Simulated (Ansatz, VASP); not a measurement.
# TiC in VASP and in Ansatz

```xyz
2
Lattice="0.0000 2.1304 2.1304 2.1304 0.0000 2.1304 2.1304 2.1304 0.0000" Properties=species:S:1:pos:R:3 pbc="T T T"
Ti    0.0000    0.0000    0.0000
C     2.1304    2.1304    2.1304
```

Alike in both runs: functional LDA; k mesh 8 × 8 × 8; occupations gaussian, width 0.1 eV; no spin polarisation.

Ansatz relaxed the structure, and its values are those at the end. VASP's run is a single point on that final structure, the one shown.

```csv
,VASP,Ansatz
version,VASP 6.6.1,Ansatz 0.2.0
potentials or method,"VASP PAW LDA potentials, release 64 (Ti_sv, C)","scalar-relativistic, plane waves, PAW"
plane-wave cutoff (eV),520,420
valence electrons in the cell,16,16
```

VASP gave:

```
gap on the k mesh at the Fermi level (eV) : none
pressure (GPa)                            : 0.7
```

Q: Estimate Ansatz's values.

A: gap on the k mesh at the Fermi level (eV): none; pressure (GPa): 0.0.

A gap of «none» marks a metal or a gap that the smearing closes. Ansatz warned: «pseudo_functional_mismatch».
